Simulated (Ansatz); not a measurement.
# CuO: how the energy converges with the cutoff

CuO, C2/c, a = 4.100 Å, b = 4.045 Å, c = 5.176 Å, β = 90.3°. Ansatz: PBEsol, PAW, cutoff varied, Γ-centred 14×14×8 mesh on 4 atoms, Gaussian smearing 0.10 eV; no spin polarisation. Single points at one geometry, the cutoff alone changed; ΔE is the energy at zero smearing over the run at 850 eV (runs within 0.3 meV/atom of it are left out). The runs up to 380 eV lie under the cutoff recommended for these PAW datasets.

```tsv
cutoff (eV)	ΔE (meV/atom)
150	54799.13
200	10797.03
250	?
300	371.59
350	60.31
380	20.34
420	5.44
460	1.88
520	0.81
600	0.43
```

Assume ΔE falls exponentially with the cutoff, fit y = ln ΔE against x, the cutoff in eV, to the other rows, and predict the missing value.

y = 10.911, 9.287, 5.918, 4.099, 3.013, 1.694, 0.631, -0.211, -0.844. Means x = 375.6, y = 3.8331; Σ(Δx)² = 168422, ΣΔxΔy = -4721; the slope is their ratio. y = 14.36 − 0.02803 x, a factor of ten per 82 eV. At 250 eV this gives ΔE = 1560.09 meV/atom. The run gave 2105.19, a ratio of 0.74. Between neighbouring rows the decay runs from a factor of ten per 63 eV to one per 291 eV, so one exponential is only a rough guide. The fast fall gives way to a slow tail, so a fit to low cutoffs promises convergence too early.